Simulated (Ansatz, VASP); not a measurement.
# Cross-check of Ga4As3P (random alloy of the zinc-blende GaP-GaAs line, x = 0.75) between VASP and Ansatz, part 2 of 2

One calculation is typed for both programs; each brings its own data sets. How far apart do they land? Of the first pair: The structure shown is the start of the Ansatz relaxation below; VASP solves that cell, so the two are compared at the walk's first step.

VASP 6.6.1 and Ansatz 0.2.0.

So far: Set-up; Ansatz: relaxation, PBE.

## 3. VASP: single point, PBE, start cell, pair 1

Level of this step: PBE; plane waves and PAW (Ga_d, As, P) (VASP).

The same cell, functional, mesh and smearing now go to VASP, with its own data sets.

Lines of VASP's logs that name or quote its potential files are left out, and so is its time.

Contents of INCAR:

```
SYSTEM = Ga4As3P
PREC = Accurate
ENCUT = 400
EDIFF = 1E-06
NELM = 120
ISMEAR = -1
SIGMA = 0.025
LREAL = Auto
ALGO = Normal
GGA = PE
NBANDS = 336
LORBIT = 11
LWAVE = .FALSE.
LCHARG = .FALSE.
ISIF = 2
LASPH = .TRUE.
GGA_COMPAT = .FALSE.
EFERMI = MIDGAP
NCORE = 2
```

Contents of POSCAR:

```
Ga4As3P
1.0
   11.3800000000      0.0000000000      0.0000000000
    0.0000000000     11.3800000000      0.0000000000
    0.0000000000      0.0000000000     11.3800000000
Ga As P
32 24 8
Direct
    0.9992706503      0.9999033392      0.9962478032
    0.0008787346      0.2478119508      0.2481370826
    0.2500702988      0.9980404218      0.2509490334
    0.2486906854      0.2500175747      0.9984622144
    0.9994024605      0.9995782074      0.4988840070
    0.9995342707      0.2539191564      0.7457205624
    0.2508787346      0.9985237258      0.7500000000
    0.2467223199      0.2530404218      0.5025834798
    0.9985413005      0.5001493849      0.0017574692
    0.0007557118      0.7522495606      0.2488840070
    0.2492618629      0.4997715290      0.2499297012
    0.2488137083      0.7474692443      0.0009226714
    0.9993321617      0.5001230228      0.4980667838
    0.0012214411      0.7464323374      0.7496660808
    0.2492882250      0.4975659051      0.7523989455
    0.2506678383      0.7510017575      0.5003602812
    0.5006678383      0.9996221441      0.0020562390
    0.4980140598      0.2507557118      0.2494727592
    0.7487434095      0.9989718805      0.2494288225
    0.7495079086      0.2490861160      0.9987697715
    0.4981985940      0.0007557118      0.4994288225
    0.5013181019      0.2482513181      0.7519507909
    0.7481370826      0.0010369069      0.7496836555
    0.7508787346      0.2502196837      0.4975131810
    0.5057557118      0.5017135325      0.0031458699
    0.5010632689      0.7500087873      0.2495957821
    0.7519595782      0.4995166960      0.2530579965
    0.7491827768      0.7477855888      0.0002196837
    0.5072231986      0.5014411248      0.5026889279
    0.4993585237      0.7484622144      0.7507029877
    0.7523462214      0.5005272408      0.7492003515
    0.7474516696      0.7494112478      0.5006326889
    0.1278822496      0.1218541301      0.1235237258
    0.1234007030      0.3759666081      0.3790333919
    0.3739543058      0.1249736380      0.3770738137
    0.3747275923      0.3754481547      0.1232601054
    0.1229086116      0.1224956063      0.6247275923
    0.1252021090      0.3756502636      0.8773901582
    0.3759490334      0.1244463972      0.8763620387
    0.3744112478      0.3760720562      0.6250790861
    0.1243321617      0.6243409490      0.1248681898
    0.3755711775      0.6214059754      0.3750790861
    0.3762917399      0.8738488576      0.1264762742
    0.1248594025      0.8764499121      0.8771880492
    0.6208787346      0.1270386643      0.1256766257
    0.6295430580      0.3782337434      0.3757732865
    0.8740158172      0.1234094903      0.3739630931
    0.8733743409      0.3794815466      0.1224077329
    0.8767926186      0.1223901582      0.8764938489
    0.6242530756      0.6262214411      0.1262302285
    0.6213620387      0.8760720562      0.3757381371
    0.8763268893      0.8754217926      0.1258699473
    0.6215114236      0.6256414763      0.6263620387
    0.6244463972      0.8739630931      0.8770210896
    0.8758963093      0.6264586995      0.8761072056
    0.8760896309      0.8766871705      0.6263268893
    0.1258875220      0.8753778559      0.3717311072
    0.1277768014      0.6203339192      0.6248418278
    0.3771441125      0.6241915641      0.8756239016
    0.3774692443      0.8719507909      0.6268277680
    0.6257381371      0.1263971880      0.6272231986
    0.6218980668      0.3747978910      0.8741212654
    0.8745606327      0.3722759227      0.6213356766
    0.8742091388      0.6227943761      0.3766520211
```

Contents of KPOINTS:

```
Automatic mesh
0
Gamma
1 1 1
0 0 0
```

The projector-augmented-wave data sets are Ga_d, As and P (PBE family, release 64).

On the command line:

```bash
mpirun -np 8 vasp_gam
```

Numbers of over 12 decimals in the logs are rounded to 6 here.

What it wrote:

```text
[banner, memory and clock lines left out]
running    8 mpi-ranks, on    1 nodes
[...]
LDA part: xc-table for (Slater+PW92), standard interpolation
 POSCAR, INCAR and KPOINTS ok, starting setup
[...]
entering main loop
       N       E                     dE             d eps       ncg     rms          rms(c)
DAV:   1     0.891604031846E+04    0.89160E+04   -0.20589E+05   720   0.244E+03
DAV:   2     0.216248574800E+04   -0.67536E+04   -0.65408E+04   672   0.688E+02
DAV:   3     0.310014031705E+02   -0.21315E+04   -0.20148E+04   864   0.240E+02
DAV:   4    -0.254166762521E+03   -0.28517E+03   -0.27532E+03   832   0.856E+01
[...]
DAV:  18    -0.264537931122E+03   -0.45101E-05   -0.41779E-05   792   0.450E-02    0.777E-03
DAV:  19    -0.264537933717E+03   -0.25948E-05   -0.19440E-05   848   0.207E-02    0.114E-02
DAV:  20    -0.264537934698E+03   -0.98067E-06   -0.80355E-06   544   0.103E-02
   1 F= -.26453793E+03 E0= -.26453784E+03  d E =-.198803E-03
```

Parts of OUTCAR (step 3):

```text
  Total        0.3321372      0.4020259      0.2637210     -1.0094243      0.2734849     -0.2674781
  in kB        0.3610783      0.4370567      0.2867006     -1.0973813      0.2973153     -0.2907850
  external PRESSURE =       0.3616119 kB  Pullay stress =       0.0000000 kB

 POSITION                                       TOTAL-FORCE (eV/Angst)
 -----------------------------------------------------------------------------------
     11.37170     11.37890     11.33730         0.154100     -0.077715      0.544603
      0.01000      2.82010      2.82380        -0.041099      0.240449     -0.026891
      2.84580     11.35770      2.85580        -0.079206     -0.221590      0.242446
      2.83010      2.84520     11.36250         0.235696     -0.119442      0.143369
     11.37320     11.37520      5.67730         0.331226     -0.409043     -0.415471
     11.37470      2.88960      8.48630        -0.298281     -0.050806      0.084147
      2.85500     11.36320      8.53500         0.365601     -0.266253     -0.270402
      2.80770      2.87960      5.71940         0.225132     -0.330806      0.028373
     11.36340      5.69170      0.02000         0.166715      0.148229     -0.223181
      0.00860      8.56060      2.83230        -0.033796     -0.285638      0.795014
      2.83660      5.68740      2.84420         0.002702     -0.146628      0.077858
      2.83150      8.50620      0.01050         0.587489     -0.092497     -0.404529
     11.37240      5.69140      5.66800        -0.382877      0.375834      0.618470
      0.01390      8.49440      8.53120         0.508891     -0.013126     -0.397307
[...]
-----------------------------------------------------------------------------------
    total drift:                                0.015898      0.003670     -0.011517

  FREE ENERGIE OF THE ION-ELECTRON SYSTEM (eV)
  ---------------------------------------------------
  free  energy   TOTEN  =      -264.5379346979 eV

  energy  without entropy=     -264.5377358948  energy(sigma->0) =     -264.53783530

[... 2 further parts left out ...]
```

The run ends at a pressure of 0.04 GPa, with forces up to 1.1 eV/Å.

## 4. Differences

Known differences besides the potentials themselves: the data sets hold 816 valence electrons in Ansatz (on its default PAW (the set named soft_2) files) and 576 in VASP; the cutoff is 420 eV in Ansatz and 400 eV in VASP (PREC = Accurate, projectors in real space). Total energies have different zeros and are not compared.

Forces on 8 of the 64 atoms, those with the largest forces and the largest differences (eV/Å; atoms numbered as in POSCAR):

| atom | Ansatz x, y, z | VASP x, y, z |
| --- | --- | --- |
| Ga10 | -0.036, -0.285, 0.780 | -0.034, -0.286, 0.795 |
| Ga13 | -0.373, 0.366, 0.611 | -0.383, 0.376, 0.618 |
| Ga15 | 0.302, 0.773, -0.038 | 0.304, 0.790, -0.039 |
| Ga21 | 0.075, 0.025, 0.957 | 0.075, 0.025, 0.973 |
| Ga24 | -0.064, -0.205, 0.771 | -0.064, -0.206, 0.787 |
| Ga25 | -0.508, -0.235, -0.925 | -0.510, -0.240, -0.941 |
| Ga29 | -0.756, -0.295, -0.274 | -0.762, -0.297, -0.276 |
| Ga30 | -0.688, 0.128, 0.289 | -0.705, 0.129, 0.291 |

The forces differ by 5.5 meV/Å r.m.s., which is 1.8 % of the r.m.s. force of 0.307 eV/Å (both taken over all components).

## 5. Ansatz: relaxation, PBE

This run makes the geometry at which the two programs are then compared. The cell compared in this pair holds 1472.06 Å³, against 1473.76 Å³ for the pair before.

The structure compared here is the end of the Ansatz relaxation.

This is the run of step 2 again, met here at its other cell.

## 6. VASP: single point, PBE, relaxed cell, pair 2

The same cell, functional, mesh and smearing now go to VASP, with its own data sets.

INCAR, as its differences from that of step 3:

```diff
@@ -2,3 +2,3 @@
 PREC = Accurate
-ENCUT = 400
+ENCUT = 500
 EDIFF = 1E-06
```

Contents of POSCAR:

```
Ga4As3P
1.0
   11.3764270000     -0.0005740000     -0.0000670000
   -0.0005740000     11.3751540000      0.0000780000
   -0.0000670000      0.0000780000     11.3752500000
Ga As P
32 24 8
Direct
    0.0000200000      0.9992400000      0.9990300000
    0.9989800000      0.2501900000      0.2509300000
    0.2466800000      0.9947200000      0.2544500000
    0.2502000000      0.2494300000      0.9986300000
    0.0033200000      0.9962300000      0.4971600000
    0.9971900000      0.2534200000      0.7459900000
    0.2534300000      0.9970100000      0.7467700000
    0.2499600000      0.2505500000      0.5013300000
    0.0000700000      0.5003200000      0.0005800000
    0.0010600000      0.7492200000      0.2577100000
    0.2498500000      0.5003800000      0.2507000000
    0.2534200000      0.7458400000      0.9970800000
    0.9969500000      0.5030900000      0.5044700000
    0.0027100000      0.7463200000      0.7466000000
    0.2499700000      0.5064600000      0.7490700000
    0.2467600000      0.7527700000      0.5037300000
    0.4994400000      0.9997400000      0.0004600000
    0.5004800000      0.2498500000      0.2507800000
    0.7497000000      0.0005800000      0.2510200000
    0.7460500000      0.2543200000      0.9969600000
    0.5003100000      0.9992800000      0.5077300000
    0.5062200000      0.2501900000      0.7501100000
    0.7470300000      0.0020800000      0.7461600000
    0.7505000000      0.2495000000      0.5069600000
    0.5004900000      0.4998400000      0.9918900000
    0.4996500000      0.7496600000      0.2507300000
    0.7540600000      0.5031900000      0.2542900000
    0.7503400000      0.7495400000      0.9989100000
    0.4997600000      0.5002600000      0.5006300000
    0.4937900000      0.7494600000      0.7491800000
    0.7495600000      0.4937300000      0.7498900000
    0.7530400000      0.7460900000      0.4981300000
    0.1251800000      0.1236800000      0.1263000000
    0.1230500000      0.3768300000      0.3775300000
    0.3750500000      0.1227300000      0.3775100000
    0.3760900000      0.3760100000      0.1231000000
    0.1248600000      0.1238200000      0.6245400000
    0.1250900000      0.3768600000      0.8728500000
    0.3768900000      0.1247900000      0.8728300000
    0.3758800000      0.3758100000      0.6272600000
    0.1250000000      0.6259400000      0.1262400000
    0.3731100000      0.6266400000      0.3775100000
    0.3739000000      0.8735500000      0.1252900000
    0.1268900000      0.8726800000      0.8730800000
    0.6250800000      0.1258500000      0.1242800000
    0.6271100000      0.3749000000      0.3774600000
    0.8750100000      0.1247600000      0.3777100000
    0.8739100000      0.3759200000      0.1253100000
    0.8731300000      0.1268000000      0.8731600000
    0.6250700000      0.6235700000      0.1242600000
    0.6249800000      0.8746000000      0.3776500000
    0.8760400000      0.8735300000      0.1272800000
    0.6250800000      0.6240700000      0.6263400000
    0.6231400000      0.8745700000      0.8729700000
    0.8749900000      0.6229000000      0.8728800000
    0.8758900000      0.8737600000      0.6236000000
    0.1250800000      0.8724300000      0.3777900000
    0.1250500000      0.6257400000      0.6242900000
    0.3750500000      0.6247800000      0.8726500000
    0.3740700000      0.8736600000      0.6252000000
    0.6250500000      0.1257200000      0.6262300000
    0.6249400000      0.3750700000      0.8726900000
    0.8739700000      0.3759600000      0.6252400000
    0.8771500000      0.6248100000      0.3778300000
```

KPOINTS is that of step 3.

On the command line:

```bash
mpirun -np 8 vasp_gam
```

What it wrote:

```text
[... set-up lines as in an earlier step ...]
 entering main loop
       N       E                     dE             d eps       ncg     rms          rms(c)
DAV:   1     0.991676490037E+04    0.99168E+04   -0.23178E+05   736   0.279E+03
DAV:   2     0.245394014498E+04   -0.74628E+04   -0.72072E+04   672   0.799E+02
DAV:   3     0.825655184708E+02   -0.23714E+04   -0.22385E+04   848   0.270E+02
DAV:   4    -0.248167236955E+03   -0.33073E+03   -0.31577E+03   800   0.940E+01
[...]
DAV:  17    -0.265407400281E+03   -0.12065E-05   -0.17231E-05   648   0.266E-02    0.822E-03
DAV:  18    -0.265407402068E+03   -0.17863E-05   -0.84166E-06   760   0.186E-02    0.440E-03
DAV:  19    -0.265407402543E+03   -0.47524E-06   -0.43659E-06   560   0.121E-02
   1 F= -.26540740E+03 E0= -.26540730E+03  d E =-.212263E-03
```

From OUTCAR (step 6):

```text
  Total        1.1829925      1.1851093      1.2006295      0.0083357     -0.0100978      0.0062195
  in kB        1.2875629      1.2898668      1.3067590      0.0090726     -0.0109904      0.0067692
  external PRESSURE =       1.2947296 kB  Pullay stress =       0.0000000 kB

 POSITION                                       TOTAL-FORCE (eV/Angst)
 -----------------------------------------------------------------------------------
     -0.00041     11.36659     11.36429        -0.000572      0.001561      0.001678
     11.36466      2.84540      2.85434         0.000436     -0.000553     -0.000735
      2.80575     11.31497      2.89449        -0.006244     -0.008150      0.008046
      2.84617      2.83724     11.35967        -0.000140      0.000370      0.000846
      0.03716     11.33231      5.65540         0.007660     -0.007906     -0.009308
     11.34426      2.88218      8.48578        -0.006412      0.007433     -0.007345
      2.88251     11.34106      8.49476         0.008813     -0.006680     -0.007233
      2.84347      2.84994      5.70276         0.001652     -0.000684     -0.002134
      0.00051      5.69122      0.00664        -0.000094     -0.001761     -0.001476
      0.01161      8.52251      2.93157        -0.000677      0.000694      0.011561
      2.84210      5.69178      2.85180         0.001255     -0.000986     -0.002770
      2.88252      8.48398     11.34208         0.007778     -0.007589     -0.006818
     11.34141      5.72219      5.73844        -0.007066      0.008613      0.006769
      0.03035      8.48956      8.49282         0.006604     -0.008123     -0.007276
[...]
-----------------------------------------------------------------------------------
    total drift:                                0.017590     -0.020198     -0.020086

  FREE ENERGIE OF THE ION-ELECTRON SYSTEM (eV)
  ---------------------------------------------------
  free  energy   TOTEN  =      -265.4074025428 eV

  energy  without entropy=     -265.4071902798  energy(sigma->0) =     -265.40729641

[... 1 part as in an earlier step ...]

[... 1 further part left out ...]
```

The run ends at a pressure of 0.13 GPa, with forces up to 0.015 eV/Å.

## 7. Side by side

What differs besides the data sets and the points named for the pairs above, as far as they apply: the data sets hold 816 valence electrons in Ansatz (on its default PAW (the set named soft_2) files) and 576 in VASP; the cutoff is 420 eV in Ansatz and 500 eV in VASP (PREC = Accurate, projectors in real space). Total energies have different zeros and are not compared.

Both answers:

| quantity | Ansatz | VASP | difference |
| --- | --- | --- | --- |
| pressure (GPa) | 0.00 | 0.13 | -0.13 |
| gap on the k mesh (eV) | 0.441 | 0.441 | -0.001 |

The largest component of a force difference here is 14 meV/Å. A gap on the mesh is an upper bound, since the band edges may lie between its points.

## 8. Summary of results

| Property | Result |
| --- | --- |
| r.m.s. force difference (single point, PBE, start cell, pair 1) | 1.8 % of the r.m.s. force |
| difference in gap on the k mesh (single point, PBE, relaxed cell, pair 2) | -5.7e-4 eV |

In words: The r.m.s. force difference is 1.8 % of the r.m.s. force (single point, PBE, start cell, pair 1), within the 3 % picked in this series as the mark of a large difference. The data sets hold unlike numbers of valence electrons (816 in Ansatz and 576 in VASP), so part of the differences may come from the potentials. How closely two codes agree says nothing of how well the functional describes the real material.

[Lines on the potential files, build, host, timing and source positions are cut from VASP's logs without a mark.]

[Logs are printed without paths, hosts, clocks, repeated set-up lines and the standing remarks that a program may print on its own settings, such as how far it seeks lower states.]

[Hosts, paths, dates, database ids (printed as entryN), source tags and the programs' standing remarks are cut or masked in the printed files.]
